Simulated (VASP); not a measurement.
A run of VASP 6.6.1:

File INCAR:

```
SYSTEM = TaN
ALGO = Normal
DIPOL = 0.5 0.5 0.500
EDIFF = 1E-7
ENCUT = 520
GGA = PE
IDIPOL = 3
ISIF = 2
ISMEAR = -1
LASPH = .True.
LCHARG = .False.
LDIPOL = .True.
LREAL = .False.
LWAVE = .False.
NBANDS = 42
NELM = 60
PREC = Accurate
SIGMA = 0.05
```

File KPOINTS:

```
k-points
0
Gamma
  10 10 1
  0 0 0
```

The input POSCAR:

```
TaN
1.0
    2.9379988584      0.0000000000      0.0000000000
   -1.4689994292      2.5443816477      0.0000000000
    0.0000000000      0.0000000000     25.0905000000
Ta N
4 4
Direct
    0.3333333333      0.6666666666      0.2989179171
    0.3333333333      0.6666666666      0.4138219645
    0.3333333333      0.6666666666      0.5287260118
    0.3333333333      0.6666666666      0.6436300592
    0.0000000000      0.0000000000      0.3563699408
    0.0000000000      0.0000000000      0.4712739882
    0.0000000000      0.0000000000      0.5861780355
    0.0000000000      0.0000000000      0.7010820829
```

Potentials or basis: VASP PAW PBE potentials, release 64 (Ta_pv, N).

Launch:

```bash
$ cat potpaw_PBE.64/Ta_pv/POTCAR potpaw_PBE.64/N/POTCAR > POTCAR
$ mpirun -np 1 vasp_std > vasp.out
```

Hardware: 1 thread of Intel(R) Xeon(R) 6975P-C (Granite Rapids) (shared host).

Question: Estimate the wall time of this run.

Answer: Wall time 3.3 min on 1 thread of Intel(R) Xeon(R) 6975P-C (Granite Rapids), with other jobs on the host, peak memory 0.35 GiB. Counts: scf iterations 42, k points 14.
